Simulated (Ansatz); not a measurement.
A single-point run of Ansatz (plane waves, PAW) on a 6-atom cell of TiO2 (I4_1/amd) from a materials database, with the lines that name the functional removed. The cell was relaxed beforehand with r2SCAN.

```
Ti O
1.0
    -1.88890    1.88890    4.79174
     1.88890   -1.88890    4.79174
     1.88890    1.88890   -4.79174
Ti O
2 4
Direct
  0.00000 0.00000 0.00000
  0.75000 0.25000 0.50000
  0.95729 0.45729 0.50000
  0.20729 0.20729 0.00000
  0.54271 0.04271 0.50000
  0.79271 0.79271 0.00000
```

```
scf.n_extra_bands = 5 over 24 filled bands (N_el = 48.0): the run solves 29 bands
Crystal: 6 atoms, lattice volume = 68.386 Å³
Basis set: ecut = 500 eV, 1693 PW (Γ), FFT grids on a1+a3, a2+a3, a3
Symmetry: 16 space group operations
Space group: I41/amd (ITA 141)
k-points: 102 of 1000
SCF 1 converged in 8 iterations: F = -7292.663215 eV  dr2 = 4.99e-9
SCF converged after 8 iterations
Free energy (F): -7292.663215 eV
Fermi energy:    6.901068 eV
--- Forces (eV/Å), atoms counted from 1 ---
  atom   1  Ti      0.00000      0.00000      0.00000
  atom   2  Ti      0.00000      0.00000      0.00000
  atom   3  O       0.00000      0.00000    -0.00151
  atom   4  O       0.00000      0.00000    -0.00151
  atom   5  O       0.00000      0.00000      0.00151
  atom   6  O       0.00000      0.00000      0.00151
--- Stress (GPa, compression-positive) ---
        0.019093       0.000000       0.000000
        0.000000       0.019093       0.000000
        0.000000       0.000000      -0.005836
  P = ⅓ Tr σ = 0.0108 GPa (0.108 kbar)
--- Band table (eV; the first three rows and the last of 102) ---
  k-point 0: bands = […, 4.8575, 6.0917, 6.1232, 6.1232, 6.4400, 6.4400, 9.4435, 10.1560, 11.3569, 11.3569, …]
  k-point 1: bands = […, 4.9658, 5.8840, 5.9102, 5.9783, 6.1328, 6.5640, 9.8515, 10.2207, 10.9099, 11.1315, …]
  k-point 2: bands = […, 4.9301, 5.1760, 5.3009, 5.7482, 6.2792, 6.6713, 10.2584, 10.4613, 10.6250, 10.9738, …]
  k-point 101: bands = […, 5.5204, 5.5204, 5.6240, 5.6240, 6.7931, 6.7931, 9.7880, 9.7880, 11.1040, 11.1040, …]
```

bands.tsv, columns around the gap (it counts bands from 0):
```tsv
# k_distance	band_19	band_20	band_21	band_22	band_23	band_24	band_25	band_26	band_27
# fermi_ev = 6.901068
# [0, 0, 0] at k_distance = 0.000000
# [0, 0, 0.5] at k_distance = 1.176053
# [0.25, 0.25, 0.25] at k_distance = 1.503866
# [0, 0.5, 0] at k_distance = 2.335461
# [0.5, 0.5, -0.5] at k_distance = 3.229336
# [0.288848099, 0.711151901, -0.288848099] at k_distance = 3.931708
# [-0.288848099, 0.288848099, 0.288848099] at k_distance = 4.636436
# [-0.077696198, 0.077696198, 0.5] at k_distance = 5.338807
# [0.5, 0.5, -0.077696198] at k_distance = 6.043535
# [0, 0, 0.4375] at k_distance = 6.700136
# [0.3, 0.3, -0.3] at k_distance = 7.801808
# levels_relative_to = fermi_ev
0.000	-0.809	-0.778	-0.778	-0.461	-0.461	2.542	3.255	4.456	4.456
1.176	-2.696	-2.062	-2.062	-0.036	-0.036	3.726	3.726	4.194	4.194
1.504	-3.024	-1.609	-1.609	-0.226	-0.226	3.949	3.949	3.984	3.984
2.335	-1.988	-1.949	-0.950	-0.849	-0.665	3.663	3.950	3.993	4.041
3.229	-1.381	-1.277	-1.277	-0.108	-0.108	2.887	2.887	4.203	4.203
3.932	-1.858	-1.213	-0.949	-0.897	-0.825	3.649	3.907	3.972	3.988
4.636	-1.858	-1.213	-0.949	-0.897	-0.825	3.649	3.907	3.972	3.988
5.339	-2.807	-1.901	-1.901	-0.075	-0.075	3.698	3.698	4.139	4.139
6.044	-2.807	-1.901	-1.901	-0.075	-0.075	3.698	3.698	4.139	4.139
6.700	-2.479	-2.459	-1.629	-0.184	0.015	3.612	3.818	4.052	4.249
7.802	-1.211	-1.146	-1.146	-0.184	-0.184	2.682	3.100	4.242	4.242
```
In order the rows are Γ, X, P, N, M, S, S₀, R, G, Γ–X (0.88), Γ–M (0.60).

Q: Which level of theory was used?
A. PBE
B. r2SCANh
C. r2SCAN
D. LDA

A: C. r2SCAN. The cutoff of 500 eV is the one that these potentials recommend for a meta-GGA. There is no exchange loop, so no exact exchange. The stress vanishes on a cell relaxed with r2SCAN. With r2SCAN the valence top lies at Γ–X (0.88 of the way from Γ) and the conduction bottom at Γ, 2.53 eV higher; the smallest vertical gap, at Γ–M (0.60 of the way from Γ), is 2.87 eV. The log narrows the family; the member has to be judged from the numbers.

Run as `ansatz run input.yaml --threads 4 --pin off --max-ram 6451MiB --backend cpu --events-out ev --progress --plain --runs-dir out`. It took 10 s on 4 threads of Arm Neoverse V1, on a shared host, load about 0.1 per core; peak host memory 0.66 GiB.

The values are computed, spin-unpolarised, and not measurements.
